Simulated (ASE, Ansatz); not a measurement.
# Convergence of a linear-scaling basis for twisted h-SiC/h-AlN monolayer on bilayer, 17.90° (186 atoms), part 2 of 2

Wanted: errors and times of a linear-scaling basis for twisted h-SiC/h-AlN monolayer on bilayer, 17.90° (186 atoms). A setting counts as converged where the r.m.s. difference of forces stays under 1 % of the r.m.s. force.

Ansatz 0.2.0; Kohn-Sham DFT, PBEsol, PAW (set soft_2), plane waves.

The cell: 62 Si, 62 C, 31 Al and 31 N. The functional has no dispersion term. Beside vacuum, support functions can miss their usual error bounds without a warning. Sampling is at Γ alone, for a cell whose shortest periodic width is 15 Å.

So far. Step 2 (Plane-wave single point): Mean intrinsic-atomic-orbital charges: Al +1.11, C -1.04, N -1.13, Si +1.05 e. The potential slopes across the vacuum by 0.039 eV/Å: the slab bears a dipole, and with periodic images along the normal there is no flat vacuum level to read.

## Step 3: Distances and neighbours

Bonds and neighbours are counted at the geometry of the runs.

Normalised to the volume that the atoms fill. g(r), total and by pair (bins of 0.2 Å):

```
r (Å)  total   C-C  C-Si  C-Al   C-N  Si-Si  Si-Al
 1.70   2.50  0.00  7.50  0.00  0.00   0.00   0.00
 1.90   1.96  0.00  5.85  0.00  0.00   0.00   0.00
 2.10   0.00  0.00  0.00  0.00  0.00   0.00   0.00
 2.30   0.00  0.00  0.00  0.00  0.00   0.00   0.00
 2.50   0.00  0.00  0.00  0.00  0.00   0.00   0.00
 2.70   0.00  0.00  0.00  0.00  0.00   0.00   0.00
 2.90   0.00  0.00  0.00  0.00  0.00   0.00   0.00
 3.10   3.07  8.88  0.51  0.00  0.00   8.88   0.00
 3.30   0.06  0.00  0.20  0.00  0.08   0.00   0.04
 3.50   0.98  0.00  2.07  0.68  0.64   0.00   0.64
 3.70   1.74  3.22  2.88  0.54  0.41   3.22   0.54
 3.90   0.25  0.00  0.00  0.52  0.62   0.00   0.52
 4.10   0.22  0.00  0.00  0.50  0.50   0.00   0.50
 4.30   0.23  0.00  0.00  0.58  0.58   0.00   0.58
 4.50   0.72  0.00  2.17  0.50  0.48   0.00   0.48
 4.70   1.62  0.51  4.06  0.44  0.46   0.45   0.46
 4.90   0.67  1.35  0.69  0.41  0.41   1.42   0.42
 5.10   0.20  0.00  0.00  0.45  0.47   0.00   0.41
 5.30   0.78  1.82  0.00  0.43  0.36   1.75   0.45
 5.50   0.53  1.16  0.00  0.28  0.33   1.22   0.29
 5.70   1.06  2.63  1.32  0.47  0.46   2.63   0.42
 5.90   0.16  0.00  0.00  0.32  0.34   0.00   0.36
 6.10   0.18  0.05  0.00  0.37  0.39   0.04   0.42
 6.30   1.13  2.18  1.10  0.34  0.34   2.19   0.29
 6.50   0.85  0.00  2.06  0.43  0.44   0.00   0.39
 6.70   0.27  0.00  0.00  0.60  0.57   0.00   0.62
 6.90   0.36  0.00  0.48  0.55  0.58   0.00   0.53
 7.10   0.59  0.02  1.00  0.70  0.64   0.02   0.68
```

Bonds by pair of elements; cutoffs follow the first minimum of g(r), held within bounds set by covalent radii, and pairs that aren't listed don't count as bonded (cutoffs were set anew for this text, so counts can differ from the run's own analysis):

```
pair A-B  cutoff (Å)  bonds  mean length (Å)  spread (Å)  shortest (Å)  B about A  A about B
    C-Si        2.23    186             1.80       0.013          1.77          3          3
    Al-N        2.23     93             1.80       0.014          1.77          3          3
```

How many atoms have how many bonded neighbours:

```
element  mean   3
     Al     3  31
      C     3  62
      N     3  31
     Si     3  62
```

Bond angles (no mean is given where the spread exceeds 20°):

```
  angle  count  mean (°)  spread (°)
 C-Si-C    186       120         0.6
Si-C-Si    186       120         0.7
Al-N-Al     93       120         0.7
 N-Al-N     93       120         0.7
```

By these cutoffs all Al atoms have 3, all C atoms have 3, all N atoms have 3 and all Si atoms have 3 bonded neighbours. The C-Si-C angle averages 120° with a spread of 0.6°.

The surroundings of Si71, which bears the longest force, nearest first, numbered as they follow in the input and with coordinates relative to it.

```
 atom      x      y      z  distance (Å)  bonds  intrinsic-atomic-orbital charge (e)     Fx     Fy  Fz (eV/Å)
 Si71   0.00   0.00   0.00          0.00      3                                 1.02  -0.68  -0.93      -0.20
  C74   0.25   1.75   0.00          1.77      3                                -1.04   0.39   1.02      -0.02
  C72   1.38  -1.16   0.00          1.80      3                                -1.04  -0.17   0.54      -0.04
 C124  -1.71  -0.67   0.00          1.84      3                                -1.04   0.52   0.95       0.08
 Si81   3.05  -0.49  -0.01          3.09      3                                 1.03   0.16   0.07      -0.16
 Si83   1.95   2.42  -0.01          3.11      3                                 1.03  -0.43  -0.22      -0.02
 Si69   1.10  -2.92  -0.01          3.12      3                                 1.04  -0.38  -0.23      -0.12
 Si73  -1.15   2.90  -0.02          3.12      3                                 1.04   0.14  -0.43      -0.06
Si123  -3.09   0.48   0.00          3.13      3                                 1.04  -0.15  -0.44      -0.05
Si121  -1.99  -2.43   0.00          3.14      3                                 1.04   0.08  -0.54      -0.09
  C12  -0.03  -0.01  -3.19          3.19      3                                -1.04   0.37   0.37      -0.22
```

The column of bonds counts only the pairs C-Si within 2.23 Å, Al-N within 2.23 Å; other neighbours, such as metal atoms beside each other in a compound, aren't counted, and periodic images can show an atom twice.

## Step 4: Support functions medium

The cell is solved in localised support functions.

This step: Kohn-Sham DFT, PBEsol, PAW (set soft_2), localised support functions (medium) (Ansatz 0.2.0).

input.yaml reads:

```yaml
crystal:
  lattice:
    - [17.3436, 0.0, 0.0]
    - [-8.6718, 15.02, 0.0]
    - [0.0, 0.0, 18.58]
  atoms:
    [... the 186 atom lines of step 2 ...]
kpoints:
  mp_grid: { grid: [1, 1, 1] }
hamiltonian:
  xc: pbesol
scf:
  occupations: { method: gaussian, width: 0.025 }
  eigensolver: { kind: { support_functions: { accuracy: medium } } }
  mixing: { beta: 0.4 }
  max_iter: 150
output:
  forces: true
  eigenvalues: true
```

Run with:

```
> ansatz run input.yaml --threads 8 --pin off --max-ram 15872MiB --backend cpu --events-out ev --progress --plain --runs-dir out
```

Numbers of over 12 decimals in the logs are rounded to 6 here.

Log:

```text
Warning: scf.eigensolver.kind.support_functions: disabling space-group detection — the functions' gradient is summed over unrotated k-points, so no spatial operation reduces the k-mesh or symmetrises the density; time reversal is kept, so that k and −k are solved as one point where they differ and the mesh holds both, and exact exchange and, on two spinor components, a DFT+U term hold to it where the run has them: [...]
settings of this run that can trade accuracy for cost: scf.eigensolver.kind.support_functions [...]
[...]
Crystal: 186 atoms, lattice volume = 4840.106 Å³
Basis set: ecut = 420 eV, 94593 PW (Γ), exchange–correlation on 240×240×250 points (8 copies of the dense FFT grid, shifted against one another)
Bands: 447, of which v1, the nominal top of the filled ones, is band 372 counted from 1 (371 counted from 0)
Symmetry: 1 space group operations
k-points: 1
[...]
SCF iter   1: F=—  HF=-81986.345169 eV  |F-HF|=—  |Δ(HF+E_count)|=         —  Δρ=1.09e-1  dr2=7.88e2  ethr=1.00e-1
[...]
SCF iter  14: F=-81836.126028 eV  HF=-81836.126028 eV  |F-HF|=1.23e-7  |Δ(HF+E_count)|=   2.59e-6  Δρ=3.00e-6  dr2=4.47e-7  ethr=1.13e-9
SCF 1 converged in 14 iterations: F = -81836.147123 eV  dr2 = 4.47e-7
[...]
SCF converged after 14 iterations
Stability not checked: this state was not tested for a lower state beside it, because the mixer in use, unlike msr1, does not test its closes by its own steps (another_mixer; see scf.mixing.algorithm and scf.lower_state_search)
Free energy (F): -81836.147123 eV
[...]
Internal energy: -81836.147123 eV  (E = F + TS)
E sigma→0 (E₀):  -81836.147123 eV
Fermi energy:    1.529051 eV
[...]
--- Forces (eV/Å), atoms counted from 1 ---
  atom   1  Si    -0.41628446    -0.15417168     0.04978399
  atom   2  C      0.61050633     0.16067434    -0.14817759
  atom   3  Si    -0.02182919    -0.41623927     0.04441223
  atom   4  C     -0.19077922     0.27578530    -0.12642658
  atom   5  Si    -0.03100573     0.11255495     0.03061117
  atom   6  C      0.12602287     0.28296466    -0.05458561
  atom   7  Si    -0.35354343     0.58791483    -0.07198512
  atom   8  C      0.81618975    -0.41495205    -0.05057067
  atom   9  Si    -0.35990878    -0.54556398     0.13683801
  atom  10  C     -0.08984190    -0.31426909    -0.11351080
  atom  11  Si    -0.69266845    -0.05142066     0.13175578
  atom  12  C      0.36993497     0.36719472    -0.22059785
  atom  13  Si    -0.05245159     0.02506687     0.18573776
  atom  14  C     -0.56140809    -0.49357916    -0.15188743
[...]
atom 185  Al     0.31006198     0.20981858    -0.19088322
  atom 186  N      0.48628463     0.05285158     0.06809801
  max |Σ_I F_I| component: 2.96e-3 eV/Å
--- Band table (eV) ---
[...]
```

The job ended after 2.8 min (8 threads of Arm Neoverse V1, shared host; peak memory 8 GiB; 22 min of CPU time).

The program notes that the band table was not solved further than the SCF left it and it switched symmetry off.

Keys that differ from the reference: support_functions.accuracy = "medium", scf.max_iter = 150 and scf.mixing.beta = 0.4.

Forces differ from the reference by 0.23 meV/Å r.m.s., 0.074 % of their size, well within a tolerance of 1 %; the energy by -2.3 meV/atom. It took 2.8 min and 14 cycles; the reference's time can't be set against it, since the two runs asked for unlike analyses.

## Step 5: All settings compared

Each row is set against the plane-wave reference (Kohn-Sham DFT, PBEsol, PAW (set soft_2), plane waves; r.m.s. force component 0.317 eV/Å). Energies are set beside the reference only for runs with its functional, potentials and electron count. Times are for 8 threads of Arm Neoverse V1, shared host. The reference's time includes the DOS and grids, which some other runs skip.

```
                     run  Δ force, r.m.s. (meV/Å)  share of r.m.s. force (%)  Δ energy (meV/atom)  Δ gap (eV)  cycles     time  host memory (GiB)
               reference                        -                          -                    -           -       9     91 s                6.8
support functions medium                    0.234                     0.0739                -2.29           0      14  2.8 min                8.0
```

## Step 6: Outcome

```
free energy per atom                             : -439.9770 eV/atom
r.m.s. force component                           : 0.3167 eV/Å
gap (highest filled to lowest empty level) : 1.94 eV
wall time of the 2 DFT runs                      : 4.3 min
```

**Reading.** Against plane waves at 420 eV, the forces differ by 0.23 meV/Å (0.074 %) with support functions medium. At 186 atoms the run with support functions medium takes roughly 1.8 times the time of plane waves (whose run also made extra analyses, so the like-for-like ratio is larger), in 14 SCF cycles against 9. Differences between support functions and plane waves include what basis error the plane-wave run still has.

Between filled and empty levels lie 1.94 eV at Γ alone; the mesh holds the band edges only if they fold onto it, so the gap at this level can be narrower or closed, while semilocal functionals tend to narrow gaps against experiment. Counting bonds as in the table, all Al atoms have 3, all C atoms have 3, all N atoms have 3 and all Si atoms have 3 bonded neighbours.

**Limits.** The geometry was built by rule, was displaced at random and isn't relaxed at this level: its force components are 0.32 eV/Å r.m.s. The slab bears a dipole and has periodic images along its normal, so a spurious field crosses the vacuum.

[Logs are printed without paths, hosts, clocks, repeated set-up lines and the standing remarks that a program may print on its own settings, such as how far it seeks lower states.]

[Hosts, paths, dates, database ids (printed as entryN), source tags and the programs' standing remarks are cut or masked in the printed files.]
